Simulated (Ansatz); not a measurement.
# Si: one crystal by all-electron and frozen-core methods

Aim: solve Si at one geometry with all-electron LAPW, PAW on the default files and datasets made for this crystal, and see where they agree.

Computed with Ansatz 0.2.0 (DFT PBE, scalar-relativistic, unless a step's input says otherwise).

### Step 1. The starting structure

It takes space group Imma (No. 74, orthorhombic). The conventional cell has a = 4.502 Å, b = 4.737 Å, c = 2.550 Å, α = 90.00°, β = 90.00°, γ = 90.00°. Si (site symmetry mm2) is surrounded by 8 Si at 2.39 to 2.74 Å.

As a file:

```cif
data_structure
_symmetry_space_group_name_H-M 'Imma'
_symmetry_Int_Tables_number 74
_cell_length_a 4.5020
_cell_length_b 4.7370
_cell_length_c 2.5500
_cell_angle_alpha 90.000
_cell_angle_beta 90.000
_cell_angle_gamma 90.000
_cell_volume 54.38
loop_
_atom_site_label
_atom_site_type_symbol
_atom_site_symmetry_multiplicity
_atom_site_Wyckoff_symbol
_atom_site_fract_x
_atom_site_fract_y
_atom_site_fract_z
_atom_site_occupancy
Si1 Si 4 e 0.00000 0.75000 0.55700 1
```

The file gives the conventional cell by its symmetry; the runs use the cell typed in the input.

The cell comes from a crystallographic database entry that wasn't checked; take it as a given geometry, which may be far from equilibrium.

Atoms are numbered in the order of the input: Si1, Si2.

### Step 2. All-electron LAPW

File input.yaml:

```yaml
crystal:
  lattice:
    - [-2.251, 2.3685, 1.275]
    - [2.251, -2.3685, 1.275]
    - [2.251, 2.3685, -1.275]
  atoms:
    - { symbol: Si, position: [0.807, 0.557, 0.25] }
    - { symbol: Si, position: [0.193, 0.443, 0.75] }
kpoints:
  mp_grid: { grid: [16, 16, 16] }
  band_path:
    path:
      - [0.0, 0.0, 0.0]
      - [0.5, -0.5, 0.5]
      - [0.4758105458, -0.4758105458, 0.5241894542]
      - [-0.4758105458, 0.4758105458, 0.4758105458]
      - [0.0, 0.0, 0.0]
      - [0.3224458646, 0.3224458646, -0.3224458646]
      - [0.6775541354, -0.3224458646, 0.3224458646]
      - [0.5, -0.5, 0.5]
      - [0.0, 0.0, 0.0]
    npoints: 14
scf:
  occupations: { method: fermi_dirac, width: 0.05 }
hamiltonian:
  xc: pbe
  pseudopotentials: { kind: all_electron, lapw: { basis_error: 0.0005 } }
output:
  forces: true
  stress: true
  eigenvalues: true
  populations: true
  dos: { projected: true, de: 0.2, e_range: [-14, 8] }
```

Run with:

```
ansatz run input.yaml --threads 1 --pin off --max-ram 3072MiB --backend cpu --events-out ev --progress --plain --runs-dir out
```

Standard output, shortened:

```text
Si: projections on atomic orbitals take those of the free atom 1s2 2s2 2p6 3s2 3p2, of charge +0.00 (hamiltonian.pseudopotentials.projection_atoms)
LAPW: plane waves up to 7.813 Å⁻¹, error target 5.0e-4 eV per atom; small_component_spin mean_spin; Si in spheres of 1.193 Å, 12 of its electrons in bands, Dirac shells []
[...]
Pseudopotentials: kind: all_electron
Pseudopotential: Si, LAPW, valence charge 12, Koelling and Harmon's equation, gaussian nucleus
Functional definition: PBE
[...]
Crystal: 2 atoms, lattice volume = 27.191 Å³
Basis set: ecut = 232.5535681194106 eV, 219 PW (Γ), FFT grids on a1+a2, a2, a3, exchange–correlation at level 2
Bands: 16, of which v1, the nominal top of the filled ones, is band 12 counted from 1 (11 counted from 0)
Symmetry: 8 space group operations
Space group: Imma (ITA 74), of the structure as read, at distance tolerance 3.0e-5 Å
k-points: 621 of 4096
[...]
SCF iter   1: F=—  HF=-15783.808963 eV  |F-HF|=—  |Δ(HF+E_count)|=         —  Δρ=2.43e-2  dr2=8.54e-2  ethr=3.56e-4  ⟨swp⟩=2.9  Hψ=71127  notcnv=0
[...]
the basis was enlarged: its passes take 349.2 KiB over the memory plan, 1 of 1 planned eigensolver slots
[...]
SCF iter   6: F=-15783.799056 eV  HF=-15783.799056 eV  |F-HF|=5.44e-10  |Δ(HF+E_count)|=   1.17e-7  Δρ=2.17e-6  dr2=9.29e-10  ethr=3.93e-10  ⟨swp⟩=3.0  Hψ=28315  notcnv=0
[...]
NSCF: frozen V_eff on 113 k-points
SCF converged after 6 iterations
Free energy (F): -15783.799056 eV
[...]
E sigma→0 (E₀):  -15783.796024 eV
Entropy (-TS):   -0.006062 eV (-3.031 meV/atom)
Fermi energy:    13.097497 eV
[...]
--- Forces (eV/Å), atoms counted from 1 ---
  atom   1  Si     0.00000000     0.00000000    -0.00354227
  atom   2  Si     0.00000000     0.00000000     0.00354227
[...]
--- Stress (GPa, compression-positive) ---
       14.830346       0.000000       0.000000
        0.000000      17.428106       0.000000
        0.000000       0.000000      14.959834
  P = ⅓ Tr σ = 15.7394 GPa (157.394 kbar)
--- Band table (eV; the first three rows and the last of 621) ---
  k-point 0: bands = ["-121.1839", "-121.1784", "-77.2397", "-77.2334", "-77.2321", "-77.2245", "-77.2053", "-77.1820", "-1.7099", "10.1257", "10.6108", "11.4459", "14.1915", "20.8727", "22.2409", "23.1266"]
[...]
--- Löwdin populations: 2 sites ---
  site symbol       q [e]
     0     Si     13.9353
     1     Si     13.9353
  spilling = 0.004624 (of n_electrons = 28.000000)
```

Run time: 66 s. Hardware: 1 thread of Arm Neoverse V1, shared host; peak memory 0.73 GiB.

Result: pressure 15.74 GPa; no gap; largest force 0.004 eV/Å.

At the corners of the path (eV, zero at the Fermi level):

```tsv
point	band 9	band 10	band 11	band 12	band 13	band 14	band 15
Γ	-14.81	-2.97	-2.49	-1.65	1.09	7.78	9.14
X	-9.21	-8.18	-7.69	-7.40	5.77	6.53	14.25
F0	-9.20	-8.54	-7.67	-7.00	5.79	6.55	14.10
Σ0	-9.20	-8.54	-7.67	-7.00	5.79	6.55	14.10
Γ	-14.81	-2.97	-2.49	-1.65	1.09	7.78	9.14
Λ0	-6.53	-5.95	-5.20	-5.12	-4.75	5.64	6.90
G0	-6.53	-5.95	-5.20	-5.12	-4.75	5.64	6.90
X	-9.21	-8.18	-7.69	-7.40	5.77	6.53	14.25
Γ	-14.81	-2.97	-2.49	-1.65	1.09	7.78	9.14
```

States per cell, counted by energy window (eV from the Fermi level, on a grid of 0.20 eV):

```tsv
from	to	total	Si 3p	Si 3s
-10	-9	0.48	0.25	0.22
-9	-8	0.55	0.28	0.26
-8	-7	0.51	0.27	0.23
-7	-6	0.59	0.38	0.21
-6	-5	0.63	0.45	0.17
-5	-4	0.69	0.51	0.17
-4	-3	0.76	0.59	0.16
-3	-2	0.91	0.74	0.14
-2	-1	0.82	0.69	0.10
-1	0	0.63	0.48	0.12
0	1	0.70	0.50	0.14
1	2	0.74	0.49	0.13
2	3	0.81	0.44	0.14
3	4	0.90	0.45	0.16
4	5	0.92	0.46	0.17
```

### Step 3. PAW on the default files

Edit input.yaml of step 2 so:

```diff
@@ -26,3 +26,3 @@
   xc: pbe
-  pseudopotentials: { kind: all_electron, lapw: { basis_error: 0.0005 } }
+  pseudopotentials: { kind: paw }
 output:
@@ -31,3 +31,9 @@
   eigenvalues: true
+  efg: { contact_densities: true }
   populations: true
+  bader: true
   dos: { projected: true, de: 0.2, e_range: [-14, 8] }
+  write_density: true
+  write_potential: true
+  elf: true
+  volumetric_format: npy
```

Run with:

```
ansatz run input.yaml --threads 1 --pin off --max-ram 3072MiB --backend cpu --events-out ev --progress --plain --runs-dir out
```

Standard output, shortened:

```text
[...]
Pseudopotentials: kind: paw
Pseudopotential: Si, paw, valence charge 4, recommended cutoff 420 eV (normal)
Functional definition: PBE
[...]
Crystal: 2 atoms, lattice volume = 27.191 Å³
Basis set: ecut = 420 eV, 521 PW (Γ), exchange–correlation on 48×48×48 points (8 copies of the dense FFT grid, shifted against one another)
Bands: 8, of which v1, the nominal top of the filled ones, is band 4 counted from 1 (3 counted from 0)
Symmetry: 8 space group operations
Space group: Imma (ITA 74), of the structure as read, at distance tolerance 3.0e-5 Å
k-points: 621 of 4096
[...]
SCF iter   1: F=—  HF=-1270.882216 eV  |F-HF|=—  |Δ(HF+E_count)|=         —  Δρ=2.16e-3  dr2=9.23e-4  ethr=1.77e-3  ⟨swp⟩=5.2  Hψ=40324  notcnv=0
[...]
        0.000000       0.000000      14.975165
  P = ⅓ Tr σ = 15.7598 GPa (157.598 kbar)
--- PAW observables at the nuclei: V_zz in 10²¹ V/m², potentials from the cell's mean, atoms counted from 1 ---
  atom   1  Si V_zz =    -2.602568   η = 0.2477   by run symmetry: allowed
            electrostatic potential = -1363.564137 V   contact ρ = 12813.722327 e/Å³
  atom   2  Si V_zz =    -2.602568   η = 0.2477   by run symmetry: allowed
            electrostatic potential = -1363.564137 V   contact ρ = 12813.722327 e/Å³
--- Band table (eV; the first three rows and the last of 621) ---
  k-point 0: bands = ["-3.5256", "8.3099", "8.7959", "9.6306", "12.3699", "19.0508", "20.4263", "21.3092"]
[...]
--- Löwdin populations: 2 sites ---
  site symbol       q [e]
     0     Si      3.9308
     1     Si      3.9308
  spilling = 0.017310 (of n_electrons = 8.000000)
--- Bader charges: 2 sites ---
  site symbol  charge [e]  shift [e]
     0     Si      0.0000     0.0000
     1     Si      0.0000     0.0000
  estimated error of the sums over rays = 1.6e-4 e
```

It took 36 s on 1 thread of Arm Neoverse V1, shared host; peak memory 0.42 GiB.

In short: pressure 15.76 GPa; no gap; largest force 0.003 eV/Å; Vzz Si1 -2.60 (η = 0.25) (10²¹ V/m²).

```tsv
atom	Bader charge (e)	basin volume (Å³)
Si1	+0.00	13.60
```

The fields are shown in the conventional cell of this run's space group, carried over from its grid by interpolation.

Density in a lattice plane of the grid's cell (edges 4.50 and 2.55 Å, at 0.250 of the third edge), which holds Si.

Ten even steps from ' ' (0.07 e/Å³) to '@' (0.46 e/Å³):
```
%%%%%%######%%@@@@##--      --##@@@@%%######%%%%
%%%%%%@@%%%%@@@@@@%%++::..::++%%@@@@@@%%%%@@%%%%
++++##@@@@@@@@@@@@@@##++++++##@@@@@@@@@@@@@@##++
..::++%%@@@@@@%%%%@@%%%%%%%%%%@@%%%%@@@@@@%%++::
    --##@@@@%%######%%%%%%%%%%######%%@@@@##--  
    --**%%%%##******##########******##%%%%**--  
::--++######**++++****######****++++**######++--
****######**++++++**##%%%%%%##**++++++**######**
%%%%%%##**++++++**##%%%%%%%%%%##**++++++**##%%%%
%%%%##**++++++**######******######**++++++**##%%
####****++++**######++--::--++######**++++****##
######******##%%%%**--      --**%%%%##******####
```
Columns run along the first of these edges and rows up along the second, over one cell in 24 and 12 even steps from the bottom left corner. Atoms in the plane (fractional): Si at (0.00, 0.56), Si at (0.50, 0.94).

ELF in the same plane.

Values, 6 rows by 12 columns:
```
0.57 0.66 0.77 0.80 0.76 0.36 0.32 0.36 0.76 0.80 0.77 0.66
0.32 0.36 0.76 0.80 0.77 0.66 0.57 0.66 0.77 0.80 0.76 0.36
0.47 0.26 0.61 0.67 0.61 0.67 0.71 0.67 0.61 0.67 0.61 0.26
0.44 0.50 0.59 0.51 0.54 0.68 0.73 0.68 0.54 0.51 0.59 0.50
0.73 0.68 0.54 0.51 0.59 0.50 0.44 0.50 0.59 0.51 0.54 0.68
0.71 0.67 0.61 0.67 0.61 0.26 0.47 0.26 0.61 0.67 0.61 0.67
```
Columns run along the first of these edges and rows up along the second, over one cell in 12 and 6 even steps from the bottom left corner. Atoms in the plane (fractional): Si at (0.00, 0.56), Si at (0.50, 0.94).

Both are smooth fields of the valence electrons: close to the nuclei they are not physical.

The highest ELF values outside the cores: 0.90 on the Si–Si line, 1.2 Å from Si.

### Step 4. Datasets made for this crystal

Edit input.yaml of step 3 so:

```diff
@@ -21,3 +21,3 @@
       - [0.0, 0.0, 0.0]
-    npoints: 14
+    npoints: 8
 scf:
@@ -26,3 +26,3 @@
   xc: pbe
-  pseudopotentials: { kind: paw }
+  pseudopotentials: { kind: all_electron, datasets: crystal }
 output:
@@ -32,8 +32 @@
   efg: { contact_densities: true }
-  populations: true
-  bader: true
-  dos: { projected: true, de: 0.2, e_range: [-14, 8] }
-  write_density: true
-  write_potential: true
-  elf: true
-  volumetric_format: npy
```

Run with:

```
ansatz run input.yaml --threads 1 --pin off --max-ram 3072MiB --backend cpu --events-out ev --progress --plain --runs-dir out
```

Standard output, shortened:

```text
[...]
Pseudopotentials: kind: all_electron
Pseudopotential: Si, paw, valence charge 12, recommended cutoff 200 eV (normal), Koelling and Harmon's equation, gaussian nucleus
Functional definition: PBE
[...]
Crystal: 2 atoms, lattice volume = 27.191 Å³
Basis set: ecut = 200 eV, 167 PW (Γ), exchange–correlation on 40×40×40 points (8 copies of the dense FFT grid, shifted against one another)
Bands: 8, of which v1, the nominal top of the filled ones, is band 4 counted from 1 (3 counted from 0)
Symmetry: 8 space group operations
Space group: Imma (ITA 74), of the structure as read, at distance tolerance 3.0e-5 Å
k-points: 621 of 4096
[...]
SCF iter   1: F=—  HF=-15783.724131 eV  |F-HF|=—  |Δ(HF+E_count)|=         —  Δρ=2.94e-2  dr2=1.28e-1  ethr=1.46e-3  ⟨swp⟩=4.0  Hψ=35579  notcnv=0
[...]
--- Forces (eV/Å), atoms counted from 1 ---
  atom   1  Si     0.00000000     0.00000000    -0.00362446
  atom   2  Si     0.00000000     0.00000000     0.00362446
[...]
--- Stress (GPa, compression-positive) ---
       14.828466       0.000000       0.000000
        0.000000      17.426126       0.000000
        0.000000       0.000000      14.957696
  P = ⅓ Tr σ = 15.7374 GPa (157.374 kbar)
  It holds what live shells' own plane waves past their cutoff add
--- PAW observables at the nuclei: V_zz in 10²¹ V/m², potentials from the cell's mean, atoms counted from 1 ---
  atom   1  Si V_zz =    -2.596388   η = 0.2471   by run symmetry: allowed
            electrostatic potential = -1363.335261 V   contact ρ = 12822.710858 e/Å³
  atom   2  Si V_zz =    -2.596388   η = 0.2471   by run symmetry: allowed
            electrostatic potential = -1363.335261 V   contact ρ = 12822.710858 e/Å³
--- Band table (eV; the first three rows and the last of 621) ---
  k-point 0: bands = ["-1.7100", "10.1258", "10.6107", "11.4460", "14.1915", "20.8729", "22.2408"]
[...]
```

It took 22 s on 1 thread of Arm Neoverse V1, shared host; peak memory 0.48 GiB.

In short: pressure 15.74 GPa; no gap; largest force 0.004 eV/Å; Vzz Si1 -2.60 (η = 0.25) (10²¹ V/m²).

```tsv
atom	contact density (e/Å³)
Si1	12822.71
```

### Step 5. Comparison

```
          method  pressure (GPa)  largest force (eV/Å)  Vzz Si1 (10²¹ V/m²)  SCF cycles, all passes
            LAPW           15.74                 0.004                    –                       6
             PAW           15.76                 0.003                -2.60                       6
crystal datasets           15.74                 0.004                -2.60                       6
```

### Step 6. Outcome

```
           quantity                                               value
           pressure   LAPW 15.74, PAW 15.76, crystal datasets 15.74 GPa
         gap (LAPW)                                                none
      largest force  LAPW 0.004, PAW 0.003, crystal datasets 0.004 eV/Å
Bader charges (PAW)                                         Si1 +0.00 e
  highest ELF (PAW)                                0.90, 1.19 Å from Si
```

At this geometry the cell is under compression of 15.7 GPa, so it would expand if let go. Bands cross the Fermi level: the crystal is a metal at this level. Within 0.3 eV of the Fermi level the largest projected share is Si 3p (78 %). The projection holds only the free atom's occupied shells (Si 3s, Si 3p in this range). The field gradient at Si1, the largest by crystal datasets, is -2.60 by PAW and -2.60 by crystal datasets (10²¹ V/m²), within 5 %. In pressure, PAW differs from LAPW by +0.02 GPa. LAPW took about 1.8 times as long as PAW (66 s against 36 s, on a shared host and with the outputs that each input asks for).
